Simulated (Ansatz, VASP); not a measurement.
**TiC: VASP beside Ansatz**

```
Ti C
1.0
     0.00000    1.97773    1.97773
     1.97773    0.00000    1.97773
     1.97773    1.97773    0.00000
Ti C
1 1
Direct
  0.00000 0.00000 0.00000
  0.50000 0.50000 0.50000
```

Change from the starting cell: volume scaled by 0.8, LAPW.

Alike in both runs: task single point; functional LDA; k mesh 17 × 17 × 17; occupations fermi-dirac, width 0.08 eV; no spin polarisation.

|  | VASP | Ansatz |
| --- | --- | --- |
| version | VASP 6.6.1 | Ansatz 0.2.0 |
| potentials or method | VASP PAW LDA potentials, release 64 (Ti_sv, C), cutoff 520 eV | all-electron LAPW, scalar-relativistic |

```csv
,VASP,Ansatz,Ansatz less VASP
pressure (GPa),98.2,98.0,-0.28
```

Ansatz ran all-electron here, so the differences hold the error of VASP's frozen core and of both bases.

Caveats: the cell as given lies far from equilibrium; so large a pressure means that the cell lies far from this level's equilibrium, or that cutoff or potentials fall short (VASP).
